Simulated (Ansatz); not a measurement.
A run of Ansatz 0.2.0:

Contents of input.yaml:

```yaml
crystal:
  lattice:
    - [5.175256, 0.10350512, 0.0]
    - [0.10350512, 5.175256, 0.0]
    - [0.0, 0.0, 5.175256]
  atoms:
    - { symbol: Sn, position: [0.0, 0.0, 0.0] }
    - { symbol: Sn, position: [0.5, 0.0, 0.5] }
    - { symbol: Sn, position: [0.5, 0.5, 0.0] }
    - { symbol: Sn, position: [0.0, 0.5, 0.5] }
    - { symbol: O, position: [0.661098, 0.838902, 0.161098] }
    - { symbol: O, position: [0.838902, 0.161098, 0.661098] }
    - { symbol: O, position: [0.161098, 0.661098, 0.838902] }
    - { symbol: O, position: [0.338902, 0.338902, 0.338902] }
    - { symbol: O, position: [0.661098, 0.661098, 0.661098] }
    - { symbol: O, position: [0.838902, 0.338902, 0.161098] }
    - { symbol: O, position: [0.161098, 0.838902, 0.338902] }
    - { symbol: O, position: [0.338902, 0.161098, 0.838902] }
hamiltonian:
  xc: pbe
  pseudopotentials: { kind: paw }
kpoints:
  mp_grid: { grid: [4, 4, 4] }
scf:
  occupations: { method: fermi_dirac, width: 0.05 }
output:
  forces: true
  stress: true
  eigenvalues: true
relax:
  f_tol: 0.01
  max_steps: 40
```

Potentials or basis: Ansatz PAW.

The run is started by

```bash
$ ansatz run input.yaml --threads 4 --pin off --max-ram 11264MiB --backend cpu --events-out ev --progress --plain --runs-dir out
```

Hardware: 4 threads of Arm Neoverse N1 (shared host).

Problem. Estimate the wall time of this run.

Solution. It took 22 s on 4 threads of Arm Neoverse N1, with other jobs on the host, peak memory 0.62 GiB. Counts: scf iterations 18, plane waves 2715, k points 30, bands 64, ion steps 3.
